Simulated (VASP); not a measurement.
# A VASP 6.6.1 single-point calculation on NaH

INCAR

```
PREC = Accurate
ISMEAR = -1
AMIX = 0.2
LASPH = .TRUE.
NELM = 75
ENCUT = 520
SIGMA = 0.02
NSW = 0
LREAL = .FALSE.
LCHARG = .FALSE.
ISIF = 2
GGA = PE
IBRION = -1
NBANDS = 11
EDIFF = 1E-7
LWAVE = .FALSE.
```

KPOINTS

```
KPOINTS created by Atomic Simulation Environment
0
Gamma
10 10 10
0 0 0
```

POSCAR

```
Na H
 1.0000000000000000
     0.0000000000000000    2.3900799992000001    2.3975122873000001
     2.3900799992000001    0.0000000000000000    2.3975122873000001
     2.3900799992000001    2.3900799992000001    0.0000000000000000
 Na  H
   1   1
Cartesian
  0.0000000000000000  0.0000000000000000  0.0000000000000000
  2.3900799991999997  2.3900799991999997  2.3975122872999997
```

The recommended PBE PAW datasets give the neutral cell 8 valence electrons.

Command

```
mpirun -np 1 vasp_std
```

Problem. Predict the outcome of this run.

Solution. It converged. Results: gap between bands v and c on the k mesh 3.83 eV; least direct gap on the k mesh 4.68 eV; pressure 0.7 GPa. Band v is the last that the valence electrons fill when counted band by band, and c is the next.

OSZICAR

```
N       E                     dE             d eps       ncg     rms          rms(c)
DAV:   1     0.377779890884E+02    0.37778E+02   -0.45539E+03  2262   0.741E+02
DAV:   2    -0.416670499792E+01   -0.41945E+02   -0.41214E+02  2339   0.196E+02
DAV:   3    -0.550686416341E+01   -0.13402E+01   -0.13381E+01  2727   0.334E+01
DAV:   4    -0.551566961739E+01   -0.88055E-02   -0.88044E-02  2578   0.272E+00
DAV:   5    -0.551574010650E+01   -0.70489E-04   -0.70488E-04  2607   0.253E-01    0.321E+00
DAV:   6    -0.531724054021E+01    0.19850E+00   -0.77911E-02  2633   0.140E+00    0.235E+00
DAV:   7    -0.507877689758E+01    0.23846E+00   -0.73171E-01  2540   0.384E+00    0.439E-01
DAV:   8    -0.508570474282E+01   -0.69278E-02   -0.23825E-02  2472   0.166E+00    0.174E-01
DAV:   9    -0.508577097683E+01   -0.66234E-04   -0.40120E-03  2568   0.323E-01    0.616E-02
DAV:  10    -0.508559107604E+01    0.17990E-03   -0.62872E-04  2738   0.407E-01    0.336E-02
DAV:  11    -0.508561056909E+01   -0.19493E-04   -0.39364E-05  2494   0.328E-02    0.806E-03
DAV:  12    -0.508561579630E+01   -0.52272E-05   -0.82248E-06  2555   0.129E-02    0.182E-03
DAV:  13    -0.508561574620E+01    0.50093E-07   -0.54503E-07  2563   0.544E-03
   1 F= -.50856157E+01 E0= -.50856157E+01  d E =-.267848E-13
```

For comparison, a separate PBE run of the intended cell, on usual settings and not on those above, gives a gap of 3.83 eV on its mesh and a pressure of 0.7 GPa.
